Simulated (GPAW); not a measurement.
Write an ASE script for GPAW 26.7.0 that does the following.

- Task: optical spectrum
- Functional: LDA
- Potentials or basis: the program's PAW data sets (release 1.2.1) made for this functional
- Cutoff: 650 eV
- Basis: pw
- k mesh: 8 × 8 × 8
- Occupations: fermi-dirac, width 0.05 eV
- Spin: no spin polarisation
- Hubbard terms: Hf d U = 3 eV
- Kernel: RPA
- Eta: 0.2 eV
- Response ecut: 50 eV
- Scissors: 0 eV
- Maxiter: 150
- Response k mesh: 26 × 26 × 26
- Domega0: 0.05 eV
- Omega2: 10 eV
- Response bands: 25
- Directions: ["x"]
- Intraband: yes

The structure of HfN lies in HfN.cif:

```cif
data_HfN
_cell_length_a 4.51200000
_cell_length_b 4.51200000
_cell_length_c 4.51200000
_cell_angle_alpha 90.00000000
_cell_angle_beta 90.00000000
_cell_angle_gamma 90.00000000
_space_group_name_H-M_alt 'Fm-3m'
_space_group_name_Hall '-F 4 2 3'
_space_group_IT_number 225
loop_
_space_group_symop_operation_xyz
'x,y,z'
'-x,-y,-z'
'-y,x,z'
'y,-x,-z'
'-x,-y,z'
'x,y,-z'
'y,-x,z'
'-y,x,-z'
'x,-y,-z'
'-x,y,z'
'-y,-x,-z'
'y,x,z'
'-x,y,-z'
'x,-y,z'
'y,x,-z'
'-y,-x,z'
'z,x,y'
'-z,-x,-y'
'z,-y,x'
'-z,y,-x'
'z,-x,-y'
'-z,x,y'
'z,y,-x'
'-z,-y,x'
'-z,x,-y'
'z,-x,y'
'-z,-y,-x'
'z,y,x'
'-z,-x,y'
'z,x,-y'
'-z,y,x'
'z,-y,-x'
'y,z,x'
'-y,-z,-x'
'x,z,-y'
'-x,-z,y'
'-y,z,-x'
'y,-z,x'
'-x,z,y'
'x,-z,-y'
'-y,-z,x'
'y,z,-x'
'-x,-z,-y'
'x,z,y'
'y,-z,-x'
'-y,z,x'
'x,-z,y'
'-x,z,-y'
'x,y+1/2,z+1/2'
'-x,-y+1/2,-z+1/2'
'-y,x+1/2,z+1/2'
'y,-x+1/2,-z+1/2'
'-x,-y+1/2,z+1/2'
'x,y+1/2,-z+1/2'
'y,-x+1/2,z+1/2'
'-y,x+1/2,-z+1/2'
'x,-y+1/2,-z+1/2'
'-x,y+1/2,z+1/2'
'-y,-x+1/2,-z+1/2'
'y,x+1/2,z+1/2'
'-x,y+1/2,-z+1/2'
'x,-y+1/2,z+1/2'
'y,x+1/2,-z+1/2'
'-y,-x+1/2,z+1/2'
'z,x+1/2,y+1/2'
'-z,-x+1/2,-y+1/2'
'z,-y+1/2,x+1/2'
'-z,y+1/2,-x+1/2'
'z,-x+1/2,-y+1/2'
'-z,x+1/2,y+1/2'
'z,y+1/2,-x+1/2'
'-z,-y+1/2,x+1/2'
'-z,x+1/2,-y+1/2'
'z,-x+1/2,y+1/2'
'-z,-y+1/2,-x+1/2'
'z,y+1/2,x+1/2'
'-z,-x+1/2,y+1/2'
'z,x+1/2,-y+1/2'
'-z,y+1/2,x+1/2'
'z,-y+1/2,-x+1/2'
'y,z+1/2,x+1/2'
'-y,-z+1/2,-x+1/2'
'x,z+1/2,-y+1/2'
'-x,-z+1/2,y+1/2'
'-y,z+1/2,-x+1/2'
'y,-z+1/2,x+1/2'
'-x,z+1/2,y+1/2'
'x,-z+1/2,-y+1/2'
'-y,-z+1/2,x+1/2'
'y,z+1/2,-x+1/2'
'-x,-z+1/2,-y+1/2'
'x,z+1/2,y+1/2'
'y,-z+1/2,-x+1/2'
'-y,z+1/2,x+1/2'
'x,-z+1/2,y+1/2'
'-x,z+1/2,-y+1/2'
'x+1/2,y,z+1/2'
'-x+1/2,-y,-z+1/2'
'-y+1/2,x,z+1/2'
'y+1/2,-x,-z+1/2'
'-x+1/2,-y,z+1/2'
'x+1/2,y,-z+1/2'
'y+1/2,-x,z+1/2'
'-y+1/2,x,-z+1/2'
'x+1/2,-y,-z+1/2'
'-x+1/2,y,z+1/2'
'-y+1/2,-x,-z+1/2'
'y+1/2,x,z+1/2'
'-x+1/2,y,-z+1/2'
'x+1/2,-y,z+1/2'
'y+1/2,x,-z+1/2'
'-y+1/2,-x,z+1/2'
'z+1/2,x,y+1/2'
'-z+1/2,-x,-y+1/2'
'z+1/2,-y,x+1/2'
'-z+1/2,y,-x+1/2'
'z+1/2,-x,-y+1/2'
'-z+1/2,x,y+1/2'
'z+1/2,y,-x+1/2'
'-z+1/2,-y,x+1/2'
'-z+1/2,x,-y+1/2'
'z+1/2,-x,y+1/2'
'-z+1/2,-y,-x+1/2'
'z+1/2,y,x+1/2'
'-z+1/2,-x,y+1/2'
'z+1/2,x,-y+1/2'
'-z+1/2,y,x+1/2'
'z+1/2,-y,-x+1/2'
'y+1/2,z,x+1/2'
'-y+1/2,-z,-x+1/2'
'x+1/2,z,-y+1/2'
'-x+1/2,-z,y+1/2'
'-y+1/2,z,-x+1/2'
'y+1/2,-z,x+1/2'
'-x+1/2,z,y+1/2'
'x+1/2,-z,-y+1/2'
'-y+1/2,-z,x+1/2'
'y+1/2,z,-x+1/2'
'-x+1/2,-z,-y+1/2'
'x+1/2,z,y+1/2'
'y+1/2,-z,-x+1/2'
'-y+1/2,z,x+1/2'
'x+1/2,-z,y+1/2'
'-x+1/2,z,-y+1/2'
'x+1/2,y+1/2,z'
'-x+1/2,-y+1/2,-z'
'-y+1/2,x+1/2,z'
'y+1/2,-x+1/2,-z'
'-x+1/2,-y+1/2,z'
'x+1/2,y+1/2,-z'
'y+1/2,-x+1/2,z'
'-y+1/2,x+1/2,-z'
'x+1/2,-y+1/2,-z'
'-x+1/2,y+1/2,z'
'-y+1/2,-x+1/2,-z'
'y+1/2,x+1/2,z'
'-x+1/2,y+1/2,-z'
'x+1/2,-y+1/2,z'
'y+1/2,x+1/2,-z'
'-y+1/2,-x+1/2,z'
'z+1/2,x+1/2,y'
'-z+1/2,-x+1/2,-y'
'z+1/2,-y+1/2,x'
'-z+1/2,y+1/2,-x'
'z+1/2,-x+1/2,-y'
'-z+1/2,x+1/2,y'
'z+1/2,y+1/2,-x'
'-z+1/2,-y+1/2,x'
'-z+1/2,x+1/2,-y'
'z+1/2,-x+1/2,y'
'-z+1/2,-y+1/2,-x'
'z+1/2,y+1/2,x'
'-z+1/2,-x+1/2,y'
'z+1/2,x+1/2,-y'
'-z+1/2,y+1/2,x'
'z+1/2,-y+1/2,-x'
'y+1/2,z+1/2,x'
'-y+1/2,-z+1/2,-x'
'x+1/2,z+1/2,-y'
'-x+1/2,-z+1/2,y'
'-y+1/2,z+1/2,-x'
'y+1/2,-z+1/2,x'
'-x+1/2,z+1/2,y'
'x+1/2,-z+1/2,-y'
'-y+1/2,-z+1/2,x'
'y+1/2,z+1/2,-x'
'-x+1/2,-z+1/2,-y'
'x+1/2,z+1/2,y'
'y+1/2,-z+1/2,-x'
'-y+1/2,z+1/2,x'
'x+1/2,-z+1/2,y'
'-x+1/2,z+1/2,-y'
loop_
_atom_site_label
_atom_site_type_symbol
_atom_site_symmetry_multiplicity
_atom_site_Wyckoff_symbol
_atom_site_fract_x
_atom_site_fract_y
_atom_site_fract_z
_atom_site_occupancy
Hf1 Hf 4 a 0.0000000000 0.0000000000 0.0000000000 1
N1 N 4 b 0.5000000000 0.0000000000 0.0000000000 1
```

The input as run:

run.py

```python
import spglib
from ase import Atoms
from ase.dft.bandgap import bandgap
from ase.io import read, write
from gpaw import GPAW, PW
from gpaw.response.df import DielectricFunction

atoms = read('HfN.cif')
cell, positions, numbers = spglib.find_primitive(
    (atoms.cell[:], atoms.get_scaled_positions(), atoms.numbers), symprec=1e-4)
atoms = Atoms(numbers, cell=cell, scaled_positions=positions, pbc=True)

calc = GPAW(mode=PW(650),
            xc='LDA',
            kpts={'size': (8, 8, 8), 'gamma': True},
            occupations={'name': 'fermi-dirac', 'width': 0.05},
            setups={'Hf': ':d,3.0'},
            nbands=19,
            convergence={'density': 1e-06},
            maxiter=150,
            txt='gpaw.txt')
atoms.calc = calc
energy = atoms.get_potential_energy()
calc.write('gs.gpw')
write('result.traj', atoms)
print(f'Energy: {energy:.6f} eV')
print('Fermi level:', round(calc.get_fermi_level(), 4), 'eV')
print(f'Gap: {bandgap(calc)[0]:.4f} eV, direct: {bandgap(calc, direct=True)[0]:.4f} eV')

dense = calc.fixed_density(kpts={'size': (26, 26, 26), 'gamma': True},
                           nbands=31, convergence={'bands': 25, 'eigenstates': 1e-7},
                           update_fermi_level=True, txt='dense.txt')
dense.write('dense.gpw', mode='all')

df = DielectricFunction('dense.gpw', frequencies={'type': 'nonlinear', 'domega0': 0.05, 'omega2': 10},
                        eta=0.2, ecut=50, nbands=25, rate='eta', txt='df.txt')
for direction in ['x']:
    df.get_dielectric_function(xc='RPA', direction=direction, filename=f'df_{direction}.csv')
```

Potentials or basis: the program's PAW data sets (release 1.2.1) made for this functional, pw.

Command:

```sh
$ OMP_NUM_THREADS=1 python run.py
```

It gave:

```yaml
Band_gap_on_the_k_mesh: none (metal or under the smearing width)
```

Caveat: the intraband term hangs on this k mesh; the long-wavelength limit can be off by several per cent where d states take part; response on these states lacks terms of the Hamiltonian; independent-particle spectra lack excitons; U without spin polarisation on a metal has little footing.

Run time: 120 s on 1 thread of AMD EPYC 9B14 (Zen 4) (shared host), peak memory 0.64 GiB.
